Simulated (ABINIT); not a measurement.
# Mo (P-1) in ABINIT: reference runs

Reference runs on Mo: the cell as given.

All numbers are computed with ABINIT 10.8.3 (patched build); they aren't measurements. Logs are shortened: lines on timing, memory, paths and dates and some standing lists are left out, and cuts for length are marked. The log counts tension as positive stress, the text compression.

### 1 The crystal as given

The typed cell holds 2 atoms: a = 2.736 Å, b = 2.736 Å, c = 5.110 Å, α = 90.00°, β = 90.00°, γ = 120.00°.

This isn't the form of Mo at room conditions, which is bcc.

### 2 Single point, PBE

run.abi

```
# Pseudopotentials
pp_dirpath "./"
pseudos "Mo.GGA_PBE-JTH.xml"

# Structure
structure "poscar:POSCAR"
natom 2
chkprim 0
chksymtnons 0
tolsym 1.0e-6

# Plane-wave basis
ecut 15.0
pawecutdg 30.0

# k points
kptopt 1
ngkpt 11 11 5
nshiftk 1
shiftk 0.0 0.0 0.0

# Exchange and correlation
ixc 11

# Bands and occupations
nband 18
occopt 3
tsmear 0.00183747

# SCF cycle
nstep 100
tolvrs 1.0e-9

# Output
iomode 3
prtwf 0
prtden 0
prteig 0
prtebands 0
```

POSCAR

```
Mo
1.0
    2.7355104000      0.0000000000      0.0000000000
   -1.3677552000      2.3690215000      0.0000000000
    0.0000000000      0.0000000000      5.1103614000
Mo
2
Direct
    0.9254484000      0.8961223100      0.2185161500  Mo
    0.0745516000      0.1038776900      0.7814838500  Mo
```

Potentials or basis: JTH PAW PBE v2.0.

The run is started by

```console
$ abinit run.abi > log 2>&1
```

run.abo:

```text
.Version 10.8.3 of ABINIT
 Symmetries : space group P-1 (#  2); Bravais aP (primitive triclinic)
================================================================================
 Values of the parameters that define the memory need of the present run
     intxc =       0    ionmov =       0      iscf =      17    lmnmax =      18
     lnmax =       6     mgfft =      36  mpssoang =       3    mqgrid =    3001
     natom =       2  nloc_mem =       2    nspden =       1   nspinor =       1
    nsppol =       1      nsym =       2    n1xccc =       1    ntypat =       1
    occopt =       3   xclevel =       2
       mpw =         643          nfft =       11664          nkpt =         303
 PAW method is used; the additional fine FFT grid is defined by:
   mgfftf=        48    nfftf =     34992
================================================================================
================================================================================

--------------------------------------------------------------------------------
------------- Echo of variables that govern the present computation ------------
--------------------------------------------------------------------------------
 -outvars: echo values of preprocessed input variables --------
            acell      1.0000000000E+00  1.0000000000E+00  1.0000000000E+00 Bohr
              amu      9.59400000E+01
          chkprim           0
      chksymtnons           0
             ecut      1.50000000E+01 Hartree
                       outvar_i_n : Printing only first  50 k-points.
              ixc          11
                       outvar_i_n : Printing only first  50 k-points.
         kptrlatt       11    0    0      0   11    0      0    0    5
          kptrlen      4.82859173E+01
            natom           2
            nband          18
            ngfft          18      18      36
          ngfftdg          27      27      48
             nkpt         303
            nstep         100
             nsym           2
           ntypat           1
                       prtocc : prtvol=0, do not print more k-points.
           occopt           3
        pawecutdg      3.00000000E+01 Hartree
         pawxcdev           0
           prtden           0
        prtebands           0
           prteig           0
            prtwf           0
            rprim      5.1693654706E+00  0.0000000000E+00  0.0000000000E+00
                      -2.5846827353E+00  4.4768018214E+00  0.0000000000E+00
                       0.0000000000E+00  0.0000000000E+00  9.6571834504E+00
          spgroup           2
           tolsym      1.00000000E-06
           tolvrs      1.00000000E-09
           tsmear      1.83747000E-03 Hartree
            typat      1  1
           useylm           1
                       outvars : Printing only first  50 k-points.
           xangst      1.3058977735E+00  2.1229330190E+00  1.1166964982E+00
                       6.1857426475E-02  2.4608848098E-01  3.9936649018E+00
            xcart      2.4677891404E+00  4.0117619896E+00  2.1102505474E+00
                       1.1689359489E-01  4.6503983179E-01  7.5469329030E+00
             xred      9.2544840000E-01  8.9612231000E-01  2.1851615000E-01
                       7.4551600000E-02  1.0387769000E-01  7.8148385000E-01
            znucl       42.00000

================================================================================

 chkinp: Checking input parameters for consistency.

================================================================================
== DATASET  1 ==================================================================

--- !DatasetInfo
iteration_state: {dtset: 1, }
dimensions: {natom: 2, nkpt: 303, mband: 18, nsppol: 1, nspinor: 1, nspden: 1, mpw: 643, }
cutoff_energies: {ecut:  15.0, pawecutdg:  30.0, }
electrons: {nelect:   2.80000000E+01, charge:   0.00000000E+00, occopt:   3.00000000E+00, tsmear:   1.83747000E-03, }
meta: {optdriver: 0, ionmov: 0, optcell: 0, iscf: 17, paral_kgb: 0, }
...

 Exchange-correlation functional for the present dataset will be:
  GGA: Perdew-Burke-Ernzerhof functional - ixc=11
  J.P.Perdew, K.Burke, M.Ernzerhof, PRL 77, 3865 (1996)

 Real(R)+Recip(G) space primitive vectors, cartesian coordinates (Bohr,Bohr^-1):
 R(1)=  5.1693655  0.0000000  0.0000000  G(1)=  0.1934473  0.1116869  0.0000000
 R(2)= -2.5846827  4.4768018  0.0000000  G(2)=  0.0000000  0.2233737  0.0000000
 R(3)=  0.0000000  0.0000000  9.6571835  G(3)=  0.0000000  0.0000000  0.1035499
 Unit cell volume ucvol=  2.2348871E+02 bohr^3
 Angles (23,13,12)=  9.00000000E+01  9.00000000E+01  1.20000000E+02 degrees

 Coarse grid specifications (used for wave-functions):

 getcut: wavevector=  0.0000  0.0000  0.0000  ngfft=  18  18  36
         ecut(hartree)=     15.000   => boxcut(ratio)=   2.00132

 Fine grid specifications (used for densities):

 getcut: wavevector=  0.0000  0.0000  0.0000  ngfft=  27  27  48
         ecut(hartree)=     30.000   => boxcut(ratio)=   2.01588

--- Pseudopotential description ------------------------------------------------
- pspini: atom type   1  psp file is ./Mo.GGA_PBE-JTH.xml
 Pseudopotential format is: paw10
 basis_size (lnmax)=  6 (lmn_size= 18), orbitals=   0   0   1   1   2   2
 Spheres core radius: rc_sph= 2.20740211
 Shapefunction is SIN type: shapef(r)=[sin(pi*r/rshp)/(pi*r/rshp)]**2
 Radius for shape functions =  1.91008465
 Compensation charge density is not taken into account in XC energy/potential

   1.55159980E+03                                ecore*ucvol(ha*bohr**3)
--------------------------------------------------------------------------------

================================================================================

--- !BeginCycle
iteration_state: {dtset: 1, }
solver: {iscf: 17, nstep: 100, nline: 4, wfoptalg: 10, }
tolerances: {tolvrs: 1.00E-09, }
...

     iter   Etot(hartree)      deltaE(h)  residm     nres2
 ETOT  1  -137.14259007875    -1.371E+02 1.383E+00 4.237E+00
 ETOT  2  -137.62409397516    -4.815E-01 7.543E-02 8.497E-01
 ETOT  3  -137.62148009047     2.614E-03 1.293E-02 2.009E-01
 ETOT  4  -137.62101300543     4.671E-04 5.863E-03 1.089E-02
 ETOT  5  -137.62103126345    -1.826E-05 2.444E-03 1.467E-04
 ETOT  6  -137.62103204209    -7.786E-07 3.968E-03 4.278E-05
 ETOT  7  -137.62103217187    -1.298E-07 3.626E-03 1.965E-06
 ETOT  8  -137.62103216902     2.845E-09 3.052E-03 2.215E-08
 ETOT  9  -137.62103216973    -7.046E-10 1.371E-03 9.635E-09
 ETOT 10  -137.62103216971     1.481E-11 7.642E-04 1.120E-10

 At SCF step   10       nres2   =  1.12E-10 < tolvrs=  1.00E-09 =>converged.

 Cartesian components of stress tensor (hartree/bohr^3)
  sigma(1 1)= -4.32204278E-04  sigma(3 2)=  3.70748837E-04
  sigma(2 2)= -4.84507923E-04  sigma(3 1)=  8.99262550E-05
  sigma(3 3)= -2.60826707E-04  sigma(2 1)= -6.26390895E-05

--- !ResultsGS
iteration_state: {dtset: 1, }
comment   : Summary of ground state results
lattice_vectors:
- [  5.1693655,   0.0000000,   0.0000000, ]
- [ -2.5846827,   4.4768018,   0.0000000, ]
- [  0.0000000,   0.0000000,   9.6571835, ]
lattice_lengths: [   5.16937,    5.16937,    9.65718, ]
lattice_angles: [ 90.000,  90.000, 120.000, ] # degrees, (23, 13, 12)
lattice_volume:   2.2348871E+02
convergence: {deltae:  1.481E-11, res2:  1.120E-10, residm:  7.642E-04, diffor: null, }
etotal    :  -1.37621032E+02
entropy   :   0.00000000E+00
fermie    :   4.61555867E-01
cartesian_stress_tensor: # hartree/bohr^3
- [ -4.32204278E-04,  -6.26390895E-05,   8.99262550E-05, ]
- [ -6.26390895E-05,  -4.84507923E-04,   3.70748837E-04, ]
- [  8.99262550E-05,   3.70748837E-04,  -2.60826707E-04, ]
pressure_GPa:   1.1548E+01
xred      :
- [  9.2545E-01,   8.9612E-01,   2.1852E-01, Mo]
- [  7.4552E-02,   1.0388E-01,   7.8148E-01, Mo]
cartesian_forces: # hartree/bohr
- [ -6.59737049E-03,  -2.62412153E-02,   5.57284193E-02, ]
- [  6.59737049E-03,   2.62412153E-02,  -5.57284193E-02, ]
force_length_stats: {min:   6.19498458E-02, max:   6.19498458E-02, mean:   6.19498458E-02, }
...

 Integrated electronic density in atomic spheres:
 ------------------------------------------------
 Atom  Sphere_radius  Integrated_density
    1        2.20740         11.43106932
    2        2.20740         11.43106932

================================================================================

 ----iterations are completed or convergence reached----

 Mean square residual over all n,k,spin=   17.779E-07; max=  76.416E-05
 reduced coordinates (array xred) for    2 atoms
       0.925448400000      0.896122310000      0.218516150000
       0.074551600000      0.103877690000      0.781483850000
 rms dE/dt=  3.1669E-01; max dE/dt=  5.3818E-01; dE/dt below (all hartree)
    1       0.034104219225      0.100424610669     -0.538179568708
    2      -0.034104219225     -0.100424610669      0.538179568708

 cartesian coordinates (angstrom) at end:
    1      1.30589777352485     2.12293301901967     1.11669649823661
    2      0.06185742647515     0.24608848098034     3.99366490176339

 cartesian forces (hartree/bohr) at end:
    1     -0.00659737049346    -0.02624121526227     0.05572841931309
    2      0.00659737049346     0.02624121526227    -0.05572841931309
 frms,max,avg= 3.5766760E-02 5.5728419E-02   0.000E+00  0.000E+00  0.000E+00 h/b

 cartesian forces (eV/Angstrom) at end:
    1     -0.33925043091117    -1.34937754279247     2.86567054021014
    2      0.33925043091117     1.34937754279247    -2.86567054021014
 frms,max,avg= 1.8392008E+00 2.8656705E+00   0.000E+00  0.000E+00  0.000E+00 e/A
 length scales=  1.000000000000  1.000000000000  1.000000000000 bohr
              =  0.529177210544  0.529177210544  0.529177210544 angstroms
 Fermi (or HOMO) energy (hartree) =   0.46156   Average Vxc (hartree)=  -0.45102
 Eigenvalues (hartree) for nkpt= 303  k points:
 kpt#   1, nband= 18, wtk=  0.00165, kpt=  0.0000  0.0000  0.0000 (reduced coord)
  -1.78229   -1.76761   -0.86769   -0.80006   -0.79785   -0.79244   -0.78934   -0.78484
   0.21447    0.31428    0.31679    0.42660    0.43449    0.44766    0.45409    0.48131
   0.49762    0.51887
      occupation numbers for kpt#   1
   2.00000    2.00000    2.00000    2.00000    2.00000    2.00000    2.00000    2.00000
   2.00000    2.00000    2.00000    2.00000    2.00000    1.99896    1.96615    0.00004
   0.00000    0.00000
 prteigrs : prtvol=0 or 1, do not print more k-points.

--- !EnergyTerms
iteration_state     : {dtset: 1, }
comment             : Components of total free energy in Hartree
kinetic             :  1.96312029541540E+01
hartree             :  2.44765481209732E+01
xc                  : -7.73236337641015E+00
Ewald energy        : -1.14462743497581E+02
psp_core            :  6.94263169158644E+00
local_psp           : -8.35383270530809E+01
PAW spherical_terms :  1.70628347619350E+01
internal            : -1.37620216398424E+02
'-kT*entropy'       : -8.04719318207788E-04
total_energy        : -1.37621021117742E+02
total_energy_eV     : -3.74485876120118E+03
...

--- !EnergyTermsDC
iteration_state     : {dtset: 1, }
comment             : '"Double-counting" decomposition of free energy'
band_energy         : -1.25228211670504E+01
Ewald energy        : -1.14462743497581E+02
psp_core            :  6.94263169158644E+00
xc_dc               : -2.21223719731251E+01
PAW spherical_terms :  4.54507749577554E+00
internal            : -1.37620227450395E+02
'-kT*entropy'       : -8.04719318207788E-04
total_energy_dc     : -1.37621032169713E+02
total_energy_dc_eV  : -3.74485906194064E+03
...

--- !EnergyTermsWithPAWCore
iteration_state     : {dtset: 1, }
comment             : 'Components of total free energy, including PAW core contributions'
Total energy        : -8.09797104608698E+03
Total energy DC     : -8.09797105713895E+03
Total energy (eV)   : -2.20357017943844E+05
Total energy DC (eV): -2.20357018244583E+05
...

 Cartesian components of stress tensor (hartree/bohr^3)
  sigma(1 1)= -4.32204278E-04  sigma(3 2)=  3.70748837E-04
  sigma(2 2)= -4.84507923E-04  sigma(3 1)=  8.99262550E-05
  sigma(3 3)= -2.60826707E-04  sigma(2 1)= -6.26390895E-05

-Cartesian components of stress tensor (GPa)         [Pressure=  1.1548E+01 GPa]
- sigma(1 1)= -1.27158889E+01  sigma(3 2)=  1.09078074E+01
- sigma(2 2)= -1.42547152E+01  sigma(3 1)=  2.64572176E+00
- sigma(3 3)= -7.67378666E+00  sigma(2 1)= -1.84290564E+00

== END DATASET(S) ==============================================================
================================================================================

 -outvars: echo values of variables after computation  --------
            acell      1.0000000000E+00  1.0000000000E+00  1.0000000000E+00 Bohr
           etotal     -1.3762103217E+02
            fcart     -6.5973704935E-03 -2.6241215262E-02  5.5728419313E-02
                       6.5973704935E-03  2.6241215262E-02 -5.5728419313E-02
            rprim      5.1693654706E+00  0.0000000000E+00  0.0000000000E+00
                      -2.5846827353E+00  4.4768018214E+00  0.0000000000E+00
                       0.0000000000E+00  0.0000000000E+00  9.6571834504E+00
           strten     -4.3220427837E-04 -4.8450792314E-04 -2.6082670724E-04
                       3.7074883746E-04  8.9926254973E-05 -6.2639089503E-05
           xangst      1.3058977735E+00  2.1229330190E+00  1.1166964982E+00
                       6.1857426475E-02  2.4608848098E-01  3.9936649018E+00
             xred      9.2544840000E-01  8.9612231000E-01  2.1851615000E-01
                       7.4551600000E-02  1.0387769000E-01  7.8148385000E-01
 Calculation completed.
```

Run time: 2.8 min. Hardware: 1 thread of Intel Xeon Platinum 8259CL at 2.50GHz (Skylake/Cascade Lake), shared host; peak memory 0.2 GiB.

What came out:

- Free energy: -3744.8591 eV
- Pressure: 11.5 GPa
- Largest force: 3.186 eV/Å
- Band gap on the k mesh: none (metal or under the smearing width)

Forces in eV/Å, atoms in the order of the input:
```
Mo  -0.339 -1.349  2.866
Mo   0.339  1.349 -2.866
```

Caveat: forces of over 1 eV/Å show positions far from the minimum, so gaps and moduli don't describe the material at rest; the atomic spheres overlap.

### 3 Single point, PBE

run.py

```python
import json, os
import numpy as np
from ase.units import GPa
from ase.calculators.abinit import Abinit, AbinitProfile
from ase.io import read

atoms = read('POSCAR')

profile = AbinitProfile(command='abinit', pp_paths=[os.path.abspath('pseudos')])
params = dict(
    pps='pawxml', xc='PBE',
    chksymtnons=0,
    tolsym=1e-06,
    ecut=408.1708,
    pawecutdg=816.3416,
    kptopt=1,
    ngkpt=[11, 11, 5],
    nshiftk=1,
    shiftk=[0.0, 0.0, 0.0],
    ixc=11,
    nband=18,
    occopt=3,
    tsmear=0.05,
    nstep=100,
    tolvrs=1e-09,
    prtwf=0,
    prtden=0,
)

atoms.calc = Abinit(profile=profile, directory='run', **params)
energy = atoms.get_potential_energy()
forces = atoms.get_forces()
stress = atoms.get_stress()
print(f'energy {energy:.6f} eV')
print('forces (eV/A)')
print(np.round(forces, 5))
print('stress (GPa, Voigt, tension positive)', np.round(stress / GPa, 4))
json.dump(dict(energy=energy, forces=forces.tolist(), stress=stress.tolist(), cell=atoms.cell.tolist(), frac=atoms.get_scaled_positions(wrap=False).tolist()), open('results.json', 'w'))
```

POSCAR

```
Mo
1.0
    2.7355104000      0.0000000000      0.0000000000
   -1.3677552000      2.3690215000      0.0000000000
    0.0000000000      0.0000000000      5.1103614000
Mo
2
Direct
    0.9254484000      0.8961223100      0.2185161500
    0.0745516000      0.1038776900      0.7814838500
```

Potentials or basis: JTH PAW PBE v2.0.

The run is started by

```console
$ python run.py
```

The log of the run:

```text
energy -3744.858761 eV
forces (eV/A)
[[-0.33925 -1.34938  2.86567]
 [ 0.33925  1.34938 -2.86567]]
stress (GPa, Voigt, tension positive) [-12.7159 -14.2547  -7.6738  10.9078   2.6457  -1.8429]
```

abinit.in:

```text
chksymtnons 0
ecut 408.1708 eV
ixc 11
kptopt 1
natom 2
nband 18
ngkpt
11 11 5
nshiftk 1
nsppol 1
nstep 100
occopt 3
pawecutdg 816.3416 eV
prtden 0
prtwf 0
shiftk
0.0 0.0 0.0
tolsym 1e-06
tolvrs 1e-09
tsmear 0.05 eV
#Definition of the unit cell
acell
1.00000000000000 1.00000000000000 1.00000000000000 Angstrom
rprim
2.73551040000000 0.00000000000000 0.00000000000000
-1.36775520000000 2.36902150000000 0.00000000000000
0.00000000000000 0.00000000000000 5.11036140000000
chkprim 0 # Allow non-primitive cells
#Definition of the atom types
ntypat 1
znucl 42
#Enumerate different atomic species
typat
 1 1
pseudos "./pseudos/Mo.GGA_PBE-JTH.xml"
#Definition of the atoms
xcart
2.46778914030218 4.01176198944333 2.11025054734833
0.11689359488713 0.46503983177606 7.54693290270025
chkexit 1 # abinit.exit file in the running directory terminates after the current SCF
```

abinit.abo:

```text
.Version 10.8.3 of ABINIT
 Symmetries : space group P-1 (#  2); Bravais aP (primitive triclinic)
================================================================================
 Values of the parameters that define the memory need of the present run
     intxc =       0    ionmov =       0      iscf =      17    lmnmax =      18
     lnmax =       6     mgfft =      36  mpssoang =       3    mqgrid =    3001
     natom =       2  nloc_mem =       2    nspden =       1   nspinor =       1
    nsppol =       1      nsym =       2    n1xccc =       1    ntypat =       1
    occopt =       3   xclevel =       2
       mpw =         643          nfft =       11664          nkpt =         303
 PAW method is used; the additional fine FFT grid is defined by:
   mgfftf=        48    nfftf =     34992
[... 249 lines left out ...]

 -outvars: echo values of variables after computation  --------
            acell      1.8897261259E+00  1.8897261259E+00  1.8897261259E+00 Bohr
           etotal     -1.3762103217E+02
            fcart     -6.5973711377E-03 -2.6241215332E-02  5.5728419422E-02
                       6.5973711377E-03  2.6241215332E-02 -5.5728419422E-02
            rprim      2.7355104000E+00  0.0000000000E+00  0.0000000000E+00
                      -1.3677552000E+00  2.3690215000E+00  0.0000000000E+00
                       0.0000000000E+00  0.0000000000E+00  5.1103614000E+00
           strten     -4.3220428112E-04 -4.8450791793E-04 -2.6082668938E-04
                       3.7074884185E-04  8.9926260810E-05 -6.2639067486E-05
           xangst      1.3058977735E+00  2.1229330189E+00  1.1166964982E+00
                       6.1857426473E-02  2.4608848097E-01  3.9936649016E+00
             xred      9.2544839997E-01  8.9612230997E-01  2.1851614999E-01
                       7.4551599997E-02  1.0387769000E-01  7.8148384997E-01
 Calculation completed.
```

Run time: 2.9 min. Hardware: 1 thread of Intel Xeon Platinum 8259CL at 2.50GHz (Skylake/Cascade Lake), shared host; peak memory 0.2 GiB.

Results:

* Free energy: -3744.8591 eV
* Pressure: 11.5 GPa
* Largest force: 3.186 eV/Å
* Band gap on the k mesh: none (metal or under the smearing width)

Forces on the atoms (eV/Å):
```
Mo  -0.339 -1.349  2.866
Mo   0.339  1.349 -2.866
```

Caveat: forces of over 1 eV/Å show positions far from the minimum, so gaps and moduli don't describe the material at rest; the atomic spheres overlap.
